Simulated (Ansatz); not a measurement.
Crystal: KTaO3.

```
CELL_PARAMETERS angstrom
3.98830 0.00000 0.00000
0.00000 3.98830 0.00000
0.00000 0.00000 3.98830
ATOMIC_POSITIONS crystal
Ta 0.00000 0.00000 0.00000
K 0.50000 0.50000 0.50000
O 0.00000 0.00000 0.50000
O 0.00000 0.50000 0.00000
O 0.50000 0.00000 0.00000
```

| Property | Result |
| --- | --- |
| Program | Ansatz 0.2.0 |
| Task | relaxation of cell and atoms |
| Functional | PBE |
| Potentials or basis | Ansatz PAW |
| Cutoff | 420 eV (not typed: the program's choice for these potentials) |
| k mesh | 7 × 7 × 7 |
| Occupations | fermi-dirac, width 0.05 eV |
| Spin | no spin polarisation |

At the start: volume 12.69 Å³/atom.

Q: How do energy, volume and symmetry change on relaxing?

A: It ends after 6 steps and the volume is 13.04 Å³/atom (+2.7 %); space group Pm-3m (No. 221, to 0.05 Å).

The path:
| step | energy change (eV) | largest force (eV/Å) | volume (Å³) |
| --- | --- | --- | --- |
| 1 | 0.0000 | 0.0000 | 63.44 |
| 2 | -0.0191 | 0.0000 | 65.51 |
| 3 | -0.0219 | 0.0000 | 65.13 |
| 4 | -0.0288 | 0.0000 | 65.13 |
| 5 | -0.0286 | 0.0000 | 65.18 |
| 6 | -0.0286 | 0.0000 | 65.18 |

Final structure:
```
Ta K O
1.0
     4.02438    0.00000    0.00000
     0.00000    4.02438    0.00000
     0.00000    0.00000    4.02438
Ta K O
1 1 3
Direct
  0.00000 0.00000 0.00000
  0.50000 0.50000 0.50000
  0.00000 0.00000 0.50000
  0.00000 0.50000 0.00000
  0.50000 0.00000 0.00000
```

Caveat: the plane-wave basis is chosen anew once the cell has moved, so the energies of steps on either side of that aren't comparable; the pressure holds a Pulay correction of +0.5 GPa for the finite cutoff.
